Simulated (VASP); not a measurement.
# Cu3Au (Pm-3m) in VASP: single point with PBE

Aim: the single point of Cu3Au with PBE.

Everything below comes from runs of VASP 6.6.1. Logs are shortened: lines on timing, memory, paths and dates and some standing lists are left out, and cuts for length are marked.

**1. The structure**

It takes space group Pm-3m (No. 221, cubic). The conventional cell has a = 3.740 Å, b = 3.740 Å, c = 3.740 Å, α = 90.00°, β = 90.00°, γ = 90.00°. Cu (site symmetry 4/mmm) is surrounded by 8 Cu at 2.64 Å and 4 Au at 2.64 Å. Au (site symmetry m-3m) has 12 Cu at 2.64 Å as nearest neighbours.

**2. Single point, PBE**

INCAR

```
SYSTEM = Cu3Au
ALGO = Normal
EDIFF = 1E-7
ENCUT = 520
GGA = PE
ISIF = 2
ISMEAR = -1
LASPH = .TRUE.
LCHARG = .FALSE.
LREAL = .FALSE.
LWAVE = .FALSE.
NBANDS = 30
NELM = 100
PREC = Accurate
SIGMA = 0.08
```

KPOINTS

```
k-points
0
G
  10 10 10
  0 0 0
```

POSCAR

```
Cu3Au
1.0
    3.7400000000      0.0000000000      0.0000000000
    0.0000000000      3.7400000000      0.0000000000
    0.0000000000      0.0000000000      3.7400000000
Cu Au
3 1
Direct
    0.0000000000      0.5000000000      0.5000000000
    0.5000000000      0.0000000000      0.5000000000
    0.5000000000      0.5000000000      0.0000000000
    0.0000000000      0.0000000000      0.0000000000
```

Potentials or basis: VASP PAW PBE potentials, release 64 (Cu, Au).

The run is started by

```sh
cat potpaw_PBE.64/Cu/POTCAR potpaw_PBE.64/Au/POTCAR > POTCAR
mpirun -np 1 vasp_std > vasp.out
```

OUTCAR:

```text
SYSTEM = Cu3Au
   EDIFF = 1E-7
   ENCUT = 520
   GGA = PE
   ISIF = 2
   ISMEAR = -1
   LASPH = .TRUE.
   LREAL = .FALSE.
   NELM = 100
   PREC = Accurate

 ion  position               nearest neighbor table
   1  0.000  0.500  0.500-   2 2.64   3 2.64   4 2.64   3 2.64   4 2.64   2 2.64   4 2.64   4 2.64
                             2 2.64   3 2.64   3 2.64   2 2.64
   2  0.500  0.000  0.500-   1 2.64   3 2.64   4 2.64   3 2.64   4 2.64   1 2.64   3 2.64   3 2.64
                             1 2.64   4 2.64   4 2.64   1 2.64
   3  0.500  0.500  0.000-   1 2.64   2 2.64   4 2.64   1 2.64   2 2.64   2 2.64   4 2.64   2 2.64
                             1 2.64   4 2.64   1 2.64   4 2.64
   4  0.000  0.000  0.000-   1 2.64   2 2.64   3 2.64   1 2.64   2 2.64   1 2.64   3 2.64   1 2.64
                             2 2.64   3 2.64   2 2.64   3 2.64

  LATTYP: Found a simple cubic cell.
 ALAT       =     3.7400000000

  Lattice vectors:

 A1 = (   3.7400000000,   0.0000000000,   0.0000000000)
 A2 = (   0.0000000000,   3.7400000000,   0.0000000000)
 A3 = (   0.0000000000,   0.0000000000,   3.7400000000)

Analysis of symmetry for initial positions (statically):
=====================================================================
 Subroutine PRICEL returns:
 Original cell was already a primitive cell.

 Routine SETGRP: Setting up the symmetry group for a
 simple cubic supercell.

 Subroutine GETGRP returns: Found 48 space group operations
 (whereof 48 operations were pure point group operations)
 out of a pool of 48 trial point group operations.

The static configuration has the point symmetry O_h .

Analysis of symmetry for dynamics (positions and initial velocities):
=====================================================================
 Subroutine PRICEL returns:
 Original cell was already a primitive cell.

 Routine SETGRP: Setting up the symmetry group for a
 simple cubic supercell.

 Subroutine GETGRP returns: Found 48 space group operations
 (whereof 48 operations were pure point group operations)
 out of a pool of 48 trial point group operations.

The dynamic configuration has the point symmetry O_h .

 Subroutine INISYM returns: Found 48 space group operations
 (whereof 48 operations are pure point group operations),
 and found     1 'primitive' translations

----------------------------------------------------------------------------------------

                                     Primitive cell

  volume of cell :      52.3136

  direct lattice vectors                    reciprocal lattice vectors
     3.740000000  0.000000000  0.000000000     0.267379679  0.000000000  0.000000000
     0.000000000  3.740000000  0.000000000     0.000000000  0.267379679  0.000000000
     0.000000000  0.000000000  3.740000000     0.000000000  0.000000000  0.267379679

  length of vectors
     3.740000000  3.740000000  3.740000000     0.267379679  0.267379679  0.267379679

  position of ions in fractional coordinates (direct lattice)
     0.000000000  0.500000000  0.500000000
     0.500000000  0.000000000  0.500000000
     0.500000000  0.500000000  0.000000000
     0.000000000  0.000000000  0.000000000

  ion indices of the primitive-cell ions
   primitive index   ion index
                 1           1
                 2           2
                 3           3
                 4           4

----------------------------------------------------------------------------------------

 KPOINTS: k-points

Automatic generation of k-mesh.
 Grid dimensions read from file:
 generate k-points for:   10   10   10

 Generating k-lattice:

  Cartesian coordinates                     Fractional coordinates (reciprocal lattice)
     0.026737968  0.000000000  0.000000000     0.100000000  0.000000000  0.000000000
     0.000000000  0.026737968  0.000000000     0.000000000  0.100000000  0.000000000
     0.000000000  0.000000000  0.026737968     0.000000000  0.000000000  0.100000000

  Length of vectors
     0.026737968  0.026737968  0.026737968

  Shift w.r.t. Gamma in fractional coordinates (k-lattice)
     0.000000000  0.000000000  0.000000000

 Subroutine IBZKPT returns following result:
 ===========================================

 Found     56 irreducible k-points:

 Following reciprocal coordinates:
            Coordinates               Weight
  0.000000  0.000000  0.000000      1.000000
  0.100000  0.000000  0.000000      6.000000
  0.200000  0.000000  0.000000      6.000000
  0.300000  0.000000  0.000000      6.000000
  0.400000  0.000000  0.000000      6.000000
  0.500000  0.000000  0.000000      3.000000
[... 16 lines left out ...]
  0.200000  0.100000  0.100000     24.000000
  0.300000  0.100000  0.100000     24.000000
 [... further k-points ...]
   k-points           NKPTS =     56   k-points in BZ     NKDIM =     56   number of bands    NBANDS=     30
   number of dos      NEDOS =    301   number of ions     NIONS =      4
   total plane-waves  NPLWV =  21952
   dimension x,y,z NGX =    28 NGY =   28 NGZ =   28
   dimension x,y,z NGXF=    56 NGYF=   56 NGZF=   56
   ions per type =               3   1
   NGX,Y,Z   is equivalent  to a cutoff of  12.45, 12.45, 12.45 a.u.
   NGXF,Y,Z  is equivalent  to a cutoff of  24.89, 24.89, 24.89 a.u.
 SYSTEM =  Cu3Au
   PREC   = accura    normal or accurate (medium, high low for compatibility)
   ISTART =      0    job   : 0-new  1-cont  2-samecut
   ICHARG =      2    charge: 1-file 2-atom 10-const
   ISPIN  =      1    spin polarized calculation?
   LNONCOLLINEAR =      F non collinear calculations
   LSORBIT =      F    spin-orbit coupling
   LASPH  =      T    aspherical Exc in radial PAW
   ENCUT  =  520.0 eV  38.22 Ry    6.18 a.u.   6.95  6.95  6.95*2*pi/ulx,y,z
   NELM   =    100;   NELMIN=  2; NELMDL= -5     # of ELM steps
   EDIFF  = 0.1E-06   stopping-criterion for ELM
   LREAL  =      F    real-space projection
   EDIFFG = 0.1E-05   stopping-criterion for IOM
   NSW    =      0    number of steps for IOM
   IBRION =     -1    ionic relax: 0-MD 1-quasi-New 2-CG
   NFREE  =      0    steps in history (QN), initial steepest desc. (CG)
   ISIF   =      2    stress and relaxation
   ISYM   =      2    0-nonsym 1-usesym 2-fastsym
   POTIM  = 0.5000    time-step for ionic-motion
   TEBEG  =    0.0;   TEEND  =   0.0 temperature during run
   PSTRESS=    0.0 pullay stress
   NELECT =      44.0000    total number of electrons
   NUPDOWN=      -1.0000    fix difference up-down
   EMIN   =  10.00;   EMAX   =-10.00  energy-range for DOS
   EFERMI =   0.00;   METHOD = LEGACY
   ISMEAR =    -1;   SIGMA  =   0.08  broadening in eV -4-tet -1-fermi 0-gaus
   EFERMI_NEDOS =   21; number of points for ismear=-14 and -15
   IALGO  =     38    algorithm
   IMIX   =      4    mixing-type and parameters
     AMIX     =   0.40;   BMIX     =  1.00
     AMIX_MAG =   1.60;   BMIX_MAG =  1.00
  volume/ion in A,a.u.               =      13.08        88.26
  Fermi-wavevector in a.u.,A,eV,Ry     =   1.545328  2.920247 32.491255  2.388040
  Thomas-Fermi vector in A             =   2.650723
   LORBIT       =      0    0 simple, 1 ext, 2 COOP (PROOUT), +10 PAW based schemes
   GGA     = PE    functional components
   LHFCALC =     F    Hartree Fock is set to
   AEXX    =    0.0000 exact exchange contribution
   IVDW    =     0    specifies the selected vdW correction
   LEPSILON=     F    determine dielectric tensor
   LRPA    =     F    only Hartree local field effects (RPA)
 non-spin polarized calculation
  energy-cutoff  :      520.00
  volume of cell :       52.31
 maximum number of plane-waves:      1427
 NGX is ok and might be reduce to    28
   NGX = 13   NGY = 13   NGZ = 13

 number of electron      44.0000060 magnetization

 Free energy of the ion-electron system (eV)
  ---------------------------------------------------
  ext. energy  EPLUGINS =         0.00000000
  ---------------------------------------------------
  free energy    TOTEN  =       -14.56866836 eV

  energy without entropy =      -14.54304531  energy(sigma->0) =      -14.55585684

 E-fermi :   8.3618     XC(G=0): -12.7374

 val. band max:        8.3306513856   @ k =   0.4000   0.4000   0.2000
 cond. band min:       8.4748149013   @ k =   0.5000   0.5000   0.2000
 fundamental gap:      0.1441635158
 Fermi energy:         8.3618406821

 k-point     1 :       0.0000    0.0000    0.0000
  band No.  band energies     occupation
      1      -1.3355      2.00000
      2       1.9153      2.00000
      3       1.9153      2.00000
      4       2.7474      2.00000
      5       2.7474      2.00000
      6       2.7474      2.00000
[... 22 lines left out ...]
     29      19.4171      0.00000
     30      19.4171      0.00000

 k-point     2 :       0.1000    0.0000    0.0000
  band No.  band energies     occupation
      1      -1.2143      2.00000
      2       1.9607      2.00000
      3       1.9743      2.00000
      4       2.7722      2.00000
      5       2.7769      2.00000
      6       2.7769      2.00000
[... 22 lines left out ...]
     29      19.3243      0.00000
     30      19.3243      0.00000

 k-point     3 :       0.2000    0.0000    0.0000
  band No.  band energies     occupation
      1      -0.8590      2.00000
      2       2.0853      2.00000
      3       2.1245      2.00000
      4       2.8403      2.00000
      5       2.8615      2.00000
      6       2.8615      2.00000
[... 22 lines left out ...]
     29      18.6258      0.00000
     30      18.7777      0.00000

 k-point     4 :       0.3000    0.0000    0.0000
  band No.  band energies     occupation
      1      -0.3001      2.00000
      2       2.2524      2.00000
      3       2.2638      2.00000
      4       2.9325      2.00000
      5       2.9864      2.00000
      6       2.9864      2.00000
[... 22 lines left out ...]
     29      17.9560      0.00000
     30      18.3704      0.00000

 k-point     5 :       0.4000    0.0000    0.0000
  band No.  band energies     occupation
      1       0.3739      2.00000
      2       2.1861      2.00000
      3       2.4009      2.00000
      4       3.0155      2.00000
      5       3.1132      2.00000
      6       3.1132      2.00000
[... 22 lines left out ...]
     29      16.9355      0.00000
     30      18.1148      0.00000
[... 526 lines left out ...]
     29      18.7666      0.00000
     30      18.8032      0.00000

 k-point    22 :       0.1000    0.1000    0.1000
  band No.  band energies     occupation
      1      -0.9749      2.00000
      2       2.0710      2.00000
      3       2.0710      2.00000
      4       2.8103      2.00000
      5       2.8103      2.00000
      6       2.8588      2.00000
[... 22 lines left out ...]
     29      18.5119      0.00000
     30      19.0631      0.00000

 k-point    23 :       0.2000    0.1000    0.1000
  band No.  band energies     occupation
      1      -0.6256      2.00000
      2       2.1880      2.00000
      3       2.2237      2.00000
      4       2.8639      2.00000
      5       2.8753      2.00000
      6       2.9507      2.00000
[... 22 lines left out ...]
     29      18.2931      0.00000
     30      19.2457      0.00000

 k-point    24 :       0.3000    0.1000    0.1000
  band No.  band energies     occupation
      1      -0.0766      2.00000
      2       2.3513      2.00000
      3       2.3520      2.00000
      4       2.9568      2.00000
      5       2.9591      2.00000
      6       3.0809      2.00000
[... 22 lines left out ...]
     29      19.6990      0.00000
     30      19.7388      0.00000

 [... further k-points ...]
[... 5 lines left out ...]
  --------------------------------------------------------------------------------------
  -------------------------------------------------------------------------------------
  Total        1.6891831      1.6891831      1.6891831      0.0000000      0.0000000     -0.0000000
  in kB       51.7335778     51.7335778     51.7335778      0.0000000      0.0000000     -0.0000000
  external PRESSURE =      51.7335778 kB  Pullay stress =       0.0000000 kB

 VOLUME and BASIS-vectors are now :
 -----------------------------------------------------------------------------
  energy-cutoff  :      520.00
  volume of cell :       52.31
      direct lattice vectors                 reciprocal lattice vectors
     3.740000000  0.000000000  0.000000000     0.267379679  0.000000000  0.000000000
     0.000000000  3.740000000  0.000000000     0.000000000  0.267379679  0.000000000
     0.000000000  0.000000000  3.740000000     0.000000000  0.000000000  0.267379679

 POSITION                                       TOTAL-FORCE (eV/Angst)
 -----------------------------------------------------------------------------------
      0.00000      1.87000      1.87000         0.000000      0.000000      0.000000
      1.87000      0.00000      1.87000         0.000000      0.000000      0.000000
      1.87000      1.87000      0.00000         0.000000      0.000000      0.000000
      0.00000      0.00000      0.00000         0.000000      0.000000      0.000000
 -----------------------------------------------------------------------------------
    total drift:                                0.000000      0.000000      0.000000

  FREE ENERGIE OF THE ION-ELECTRON SYSTEM (eV)
  ---------------------------------------------------
  free  energy   TOTEN  =       -14.5686683637 eV

  energy  without entropy=      -14.5430453092  energy(sigma->0) =      -14.55585684
```

Run time: 49 s. Hardware: 1 thread of AMD EPYC 9R14 (Zen 4), shared host; peak memory 0.18 GiB.

What came out:

* Free energy: -14.5687 eV
* Pressure: 5.2 GPa
* Band gap on the k mesh: none (metal or under the smearing width)

Levels at points of the mesh, in eV from the Fermi level:
```csv
k point,band 19,band 20,band 21,band 22,band 23,band 24,band 25,band 26
"(0.00, 0.00, 0.00)",-1.40,-1.40,-1.40,1.26,1.26,1.26,6.02,7.59
"(0.50, 0.00, 0.00)",-2.01,-1.95,-1.55,-1.40,5.81,5.81,6.60,6.60
"(0.50, 0.50, 0.00)",-2.25,-2.17,-0.53,-0.53,-0.42,0.34,8.59,9.52
"(0.50, 0.50, 0.50)",-1.62,-1.62,-1.10,-1.07,-1.07,-1.07,2.48,4.17
```

Spin-orbit coupling is left out, which matters for the levels of Au.
